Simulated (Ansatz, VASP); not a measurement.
## Sb in VASP and in Ansatz

Contents of INCAR:

```
ALGO = Normal ; EDIFF = 1E-8
ENCUT = 520 ; GGA = PE
ISIF = 2 ; ISMEAR = -1
LASPH = T ; LCHARG = F
LEFG = T ; LREAL = F
LWAVE = F ; NBANDS = 8
NELM = 60 ; PREC = Accurate
SIGMA = 0.05
```

KPOINTS

```
k-points
0
Gamma
  13 13 13
```

Contents of POSCAR:

```
Sb
1.0
    3.2548000000      0.0000000000      0.0000000000
    0.0000000000      3.2548000000      0.0000000000
    0.0000000000      0.0000000000      3.1600000000
Sb
1
Direct
    0.0000000000      0.0000000000      0.0000000000
```

Input for Ansatz:

```yaml
crystal:
  lattice:
    - [3.2548, 0.0, 0.0]
    - [0.0, 3.2548, 0.0]
    - [0.0, 0.0, 3.16]
  atoms:
    - { symbol: Sb, position: [0.0, 0.0, 0.0] }
kpoints:
  mp_grid: { grid: [13, 13, 13] }
scf:
  occupations: { method: fermi_dirac, width: 0.05 }
hamiltonian:
  xc: pbe
  pseudopotentials: { kind: paw }
output:
  forces: true
  stress: true
  eigenvalues: true
  efg: { contact_densities: true }
```

Change from the starting cell: equal xx and yy strain of +3 %, PAW files.

Alike in both runs: task electric field gradients; functional PBE; k mesh 13 × 13 × 13; occupations fermi-dirac, width 0.05 eV; no spin polarisation.

```csv
,VASP,Ansatz
version,VASP 6.6.1,Ansatz 0.2.0
potentials or method,"VASP PAW PBE potentials, release 64 (Sb)","PAW with Ansatz's default frozen-core files, scalar-relativistic"
plane-wave cutoff (eV),520,420
valence electrons in the cell,5,15
```

Ansatz gave:

| Item | Value |
| --- | --- |
| pressure (GPa) | -4.6 |
| largest component of the traceless stress (GPa) | 2.18 |
| Vzz of the field gradient on the site that differs most (V/Å²) | -8.3 |

Task: What did VASP give for the same quantities?

Result: Pressure (GPa): -4.7; largest component of the traceless stress (GPa): 2.18; Vzz of the field gradient on the site that differs most (V/Å²): -10.1.

The two sets of potentials don't hold the same shells in valence. Ansatz warned: «gradients_without_spin_orbit».

Spin-orbit coupling is left out, which matters for the levels of Sb.
